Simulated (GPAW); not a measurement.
# TiB2 (P6/mmm) in GPAW: further runs, part 2 of 2

GPAW 26.7.0. Earlier steps stand in the parts before.

### 5 Band structure, revPBE

The input, run.py:

```python
from ase.dft.bandgap import bandgap
from ase.io import read, write
from ase.units import GPa
from gpaw import GPAW, PW

atoms = read('POSCAR')

calc = GPAW(mode=PW(800),
            xc='revPBE',
            kpts={'size': (9, 9, 7), 'gamma': True},
            occupations={'name': 'fermi-dirac', 'width': 0.05},
            nbands=20,
            convergence={'density': 1e-05, 'energy': 1e-05},
            maxiter=150,
            txt='gpaw.txt')
atoms.calc = calc
energy = atoms.get_potential_energy()
forces = atoms.get_forces()
stress = atoms.get_stress()
calc.write('gs.gpw')
write('result.traj', atoms)
print(f'Energy: {energy:.6f} eV')
print('Forces (eV/A):')
print(forces.round(4))
print('Stress (GPa):', (stress / GPa).round(3))
print('Fermi level:', round(calc.get_fermi_level(), 4), 'eV')
print(f'Gap: {bandgap(calc)[0]:.4f} eV, direct: {bandgap(calc, direct=True)[0]:.4f} eV')

path = atoms.cell.bandpath('GMKGALHA,LM,KH', npoints=100, eps=1e-4)
bs_calc = calc.fixed_density(kpts=path, symmetry='off', nbands=30,
                             convergence={'bands': 'CBM+6.0', 'eigenstates': 1e-6}, txt='bands.txt')
bs = bs_calc.band_structure()
bs.write('bs.json')
print(f'Gap on the path: {bandgap(bs_calc)[0]:.4f} eV')
```

The input, POSCAR:

```
TiB2
1.0
    3.0292000000      0.0000000000      0.0000000000
   -1.5146000000      2.6233641531      0.0000000000
    0.0000000000      0.0000000000      3.2284000000
Ti B
1 2
Direct
    0.0000000000      0.0000000000      0.0000000000
    0.6666666667      0.3333333333      0.5000000000
    0.3333333333      0.6666666667      0.5000000000
```

Potentials or basis: the program's PAW data sets (release 1.2.1) made for this functional, pw.

On the command line:

```
OMP_NUM_THREADS=1 python run.py
```

gpaw.txt:

```text
__  _  _
 | _ |_)|_||  |
 |__||  | ||/\| - 26.7.0

Input parameters:
  mode=PW(ecut=800.0),
  convergence={'density': 1e-05, 'energy': 1e-05},
  kpts=MonkhorstPack(size=(9, 9, 7), gamma=True),
  maxiter=150,
  nbands=20,
  occupations=Occupations(name='fermi-dirac', width=0.05),
  xc=XC(name='revPBE')

Diagonalizing LCAO Hamiltonian
Converting LCAO to pw mode

         B  B

       Ti

Atoms  # Å, Bohr magnetons
|   | symbol |         x |        y |        z |    initial magnetic moments |
|---|--------|-----------|----------|----------|-----------------------------|
| 0 |     Ti |  0.000000 | 0.000000 | 0.000000 | ( 0.0000,  0.0000,  0.0000) |
| 1 |      B |  1.514600 | 0.874455 | 1.614200 | ( 0.0000,  0.0000,  0.0000) |
| 2 |      B | -0.000000 | 1.748909 | 1.614200 | ( 0.0000,  0.0000,  0.0000) |

Unit cell  # Å
| periodic |         x |        y |        z |  lengths |     angles |
|----------|-----------|----------|----------|----------|------------|
|      yes |  3.029200 | 0.000000 | 0.000000 | 3.029200 |  90.000000 |
|      yes | -1.514600 | 2.623364 | 0.000000 | 3.029200 |  90.000000 |
|      yes |  0.000000 | 0.000000 | 3.228400 | 3.228400 | 120.000000 |

Number of symmetries: 24
Symmetry operations  # r_c * U_cc + t_c -> r_c
|    | kind |            matrix            |
|----|------|------------------------------|
|  0 |  σ   |  1, 1, 0,  0,-1, 0,  0, 0, 1 |
|  1 |  C2  |  1, 1, 0,  0,-1, 0,  0, 0,-1 |
|  2 |  C6  |  1, 1, 0, -1, 0, 0,  0, 0, 1 |
|  3 |  S6  |  1, 1, 0, -1, 0, 0,  0, 0,-1 |
|  4 |  E   |  1, 0, 0,  0, 1, 0,  0, 0, 1 |
|  5 |  σ   |  1, 0, 0,  0, 1, 0,  0, 0,-1 |
|  6 |  σ   |  1, 0, 0, -1,-1, 0,  0, 0, 1 |
|  7 |  C2  |  1, 0, 0, -1,-1, 0,  0, 0,-1 |
|  8 |  σ   |  0, 1, 0,  1, 0, 0,  0, 0, 1 |
|  9 |  C2  |  0, 1, 0,  1, 0, 0,  0, 0,-1 |
| 10 |  C3  |  0, 1, 0, -1,-1, 0,  0, 0, 1 |
| 11 |  S3  |  0, 1, 0, -1,-1, 0,  0, 0,-1 |
| 12 |  C6  |  0,-1, 0,  1, 1, 0,  0, 0, 1 |
| 13 |  S6  |  0,-1, 0,  1, 1, 0,  0, 0,-1 |
| 14 |  σ   |  0,-1, 0, -1, 0, 0,  0, 0, 1 |
| 15 |  C2  |  0,-1, 0, -1, 0, 0,  0, 0,-1 |
| 16 |  σ   | -1, 0, 0,  1, 1, 0,  0, 0, 1 |
| 17 |  C2  | -1, 0, 0,  1, 1, 0,  0, 0,-1 |
| 18 |  C2  | -1, 0, 0,  0,-1, 0,  0, 0, 1 |
| 19 |  i   | -1, 0, 0,  0,-1, 0,  0, 0,-1 |
| 20 |  C3  | -1,-1, 0,  1, 0, 0,  0, 0, 1 |
| 21 |  S3  | -1,-1, 0,  1, 0, 0,  0, 0,-1 |
| 22 |  σ   | -1,-1, 0,  0, 1, 0,  0, 0, 1 |
| 23 |  C2  | -1,-1, 0,  0, 1, 0,  0, 0,-1 |

BZ-sampling:
  Number of BZ points: 567
  Number of IBZ points: 48

  Monkhorst-Pack size: [9, 9, 7]
  Monkhorst-Pack shift: [0, 0, 0]

K-points  # in reciprocal-cell coordinates
|     |                                coordinates |     weight |
|-----|--------------------------------------------|------------|
|   0 | (  0.00000000,   0.00000000,   0.00000000) | 0.00176367 |
|   1 | (  0.00000000,   0.00000000,   0.14285714) | 0.00352734 |
|   2 | (  0.00000000,   0.00000000,   0.28571429) | 0.00352734 |
|   3 | (  0.00000000,   0.00000000,   0.42857143) | 0.00352734 |
|   4 | (  0.11111111,   0.00000000,   0.00000000) | 0.01058201 |
|   5 | (  0.11111111,   0.00000000,   0.14285714) | 0.02116402 |
|   6 | (  0.11111111,   0.00000000,   0.28571429) | 0.02116402 |
|   7 | (  0.11111111,   0.00000000,   0.42857143) | 0.02116402 |
|   8 | (  0.22222222,  -0.11111111,   0.00000000) | 0.01058201 |
|   9 | (  0.22222222,  -0.11111111,   0.14285714) | 0.02116402 |
| ... |                                            |            |
|  47 | (  0.44444444,   0.44444444,   0.42857143) | 0.02116402 |

Plane wave coefficients: 1328
Cutoff: 800.0 eV

Spin-components: 1 (collinear spins)
Bands:           20
Projectors:      16
Spin-degeneracy: 2
Datatype:        complex128

Parallelization:
  kpt:    1
  domain: 1
  band:   1

Density:
  Valence electrons: 18.0
  Components: 1
  Grid points: [20 20 24]
  Charge: 0.0  # |e|

Potential:
  Grid points: [20 20 24]

species:
  Ti:
    name:    Titanium
    Z:       22.0
    valence: 12
    core:    10
    charge:  0.0  # [|e|]
    compensation charges:
      type: gauss
      rc: 0.38  # [Å]
      lmax: 2
    cutoffs:
      filter: 2.23  # [Å]
      core: 1.02  # [Å]
    projectors
    | kind |    occ | energy [eV] | rcut [Å] |
    |------|--------|-------------|----------|
    |   3s |  2.000 |     -62.686 |    1.270 |
    |   4s |  2.000 |      -4.427 |    1.270 |
    |   3p |  6.000 |     -38.877 |    1.058 |
    |   4p |  0.000 |      -1.455 |    1.058 |
    |   3d |  2.000 |      -4.209 |    1.058 |
    |    d |        |      23.002 |    1.058 |

    Using partial waves for Ti as LCAO basis

  B:
    name:    Boron
    Z:       5.0
    valence: 3
    core:    2
    charge:  0.0  # [|e|]
    compensation charges:
      type: gauss
      rc: 0.20  # [Å]
      lmax: 2
    cutoffs:
      filter: 1.14  # [Å]
      core: 1.38  # [Å]
    projectors
    | kind |    occ | energy [eV] | rcut [Å] |
    |------|--------|-------------|----------|
    |   2s |  2.000 |      -9.465 |    0.635 |
    |   2p |  1.000 |      -3.568 |    0.635 |
    |    s |        |      17.746 |    0.635 |
    |    p |        |      23.644 |    0.635 |
    |    d |        |       0.000 |    0.635 |

    Using partial waves for B as LCAO basis

Reference energy: -24568.716324  # eV

eigensolver:
  PPCG
  Converge bands: occupied
  niter=2

density mixing:
  MSR1-Mixer
  Pratt-step length: 0.05
  Maximum mixing coefficient: 0.75
  Old densities: 10
  SVD Regularization: 0.005
  Good broyden scale: 1.0
  Trust region scale: 1.0
  Backstep threshold: 4.0
  History deletion threshold: 6.0
  Fourier metric: weight=20.0, sigma=0.015

occupation numbers:
  Fermi-Dirac:
    width: 0.0500  # eV

poisson solver:
  ecut: 6400.0  # eV

xc functional:
  name: revPBE with 2 nearest neighbor stencil

convergence criteria:
- Maximum integral of absolute [dens]ity change: 1e-05 electrons / valence electron
- Maximum [total energy] change in last 3 cyles: 1e-05 eV / valence electron
- Maximum integral of absolute [eigenst]ate change: 4e-08 eV^2 / valence electron
maximum number of iterations: 150

SCF iterations
|iter     | |      energy | eigst |  dens |
|---------|-|-------------|-------|-------|
|iter:   1| |  -23.934709 | +0.24 |       |
|iter:   2| |  -23.389380 | -2.39 | -0.94 |
|iter:   3| |  -22.219784 | -1.21 | -1.01 |
|iter:   4| |  -22.203834 | -2.59 | -1.71 |
|iter:   5| |  -22.212508 | -3.19 | -1.99 |
|iter:   6| |  -22.212389 | -4.08 | -2.56 |
|iter:   7| |  -22.212402c| -5.36 | -3.17 |
|iter:   8| |  -22.212402c| -7.22 | -4.10 |
|iter:   9| |  -22.212402c| -8.38c| -4.69 |
|iter:  10| |  -22.212402c| -8.38c| -5.37c|

Converged in 10 steps
Energy contributions relative to reference atoms: (reference = -24568.716324)

Energy contributions:
  Kinetic:          21.612270
  Coulomb:         -19.725743
  Zero:              0.062857
  External:          0.000000
  Xc:              -24.160779
  Entropy:          -0.002014
  Spinorbit:         0.000000
  ----------------------------
  Free energy:     -22.213409
  Extrapolated:    -22.212402

dipole moment: (-4.818077, -8.345155, -10.269828)  # |e|*Ang

Fermi level: 11.593
Eigenvalues  # (at kpt = [0.000, 0.000, 0.000])
| band index |      eig [eV] | occ [0-2] |
|------------|---------------|-----------|
|          0 |       -45.473 |     2.000 |
|          1 |       -21.792 |     2.000 |
|          2 |       -21.474 |     2.000 |
|          3 |       -21.474 |     2.000 |
|          4 |        -2.005 |     2.000 |
|          5 |         8.955 |     2.000 |
[... 9 lines left out ...]
|         15 |        18.432 |     0.000 |
|         16 |        20.665 |     0.000 |
|        ... |               |           |
|         19 |        35.514 |     0.000 |

No gap
No difference between direct/indirect transitions

Forces  # eV/Ang
|       x |        y |       z |
|---------|----------|---------|
| 0.00000 |  0.00000 | 0.00000 |  # Ti   0
| 0.00000 |  0.00000 | 0.00000 |  # B    1
| 0.00000 | -0.00000 | 0.00000 |  # B    2

Stress tensor  # eV/Ang^3
|         x |         y |         z |
|-----------|-----------|-----------|
| -0.030269 | -0.000000 |  0.000000 |
| -0.000000 | -0.030269 |  0.000000 |
|  0.000000 |  0.000000 | -0.017420 |

# Writing to gs.gpw (mode='')
```

Run time: 50 s. Hardware: 1 thread of Arm Neoverse V2, shared host; peak memory 0.29 GiB.

What came out:

```yaml
Free_energy: -22.2134 eV
Pressure: 4.2 GPa
Band_gap_along_the_path: none (metal or under the smearing width)
```

Stress tensor (GPa, compression positive):
```
4.85 0.00 0.00
0.00 4.85 0.00
0.00 0.00 2.79
```

Levels at the corners of the path, in eV from the Fermi level:
```tsv
point	band 7	band 8	band 9	band 10	band 11	band 12
Γ	-2.64	-2.39	-2.14	1.87	1.87	3.64
M	-3.32	-3.26	-2.30	1.31	2.73	3.20
K	-7.40	-1.90	-1.90	1.34	1.34	1.97
Γ	-2.64	-2.39	-2.14	1.87	1.87	3.64
A	-0.60	-0.60	-0.21	-0.21	0.42	0.42
L	-4.68	-3.85	-3.21	2.46	2.91	4.44
H	-5.79	-3.21	-3.21	2.49	4.20	4.20
A	-0.60	-0.60	-0.21	-0.21	0.42	0.42
L	-4.68	-3.85	-3.21	2.46	2.91	4.44
M	-3.32	-3.26	-2.30	1.31	2.73	3.20
K	-7.40	-1.90	-1.90	1.34	1.34	1.97
H	-5.79	-3.21	-3.21	2.49	4.20	4.20
```

### 6 The runs side by side

```csv
level,potentials or basis,pressure (GPa)
LDA,"the program's PAW data sets (release 1.2.1) made for this functional, pw",-10.9
PBE,"GPAW PAW data sets (gpaw-data 1.2.1), pw",0.6
AM05,"PAW data sets generated in the run's folder for this functional, pw",-5.5
revPBE,"the program's PAW data sets (release 1.2.1) made for this functional, pw",4.2
```

Alike in all rows: task band structure; no spin polarisation; cell as given; k mesh 9 × 9 × 7; cutoff (eV) 800; smearing fermi-dirac 0.05 eV.

Absolute energies hang on the potentials; compare differences alone.
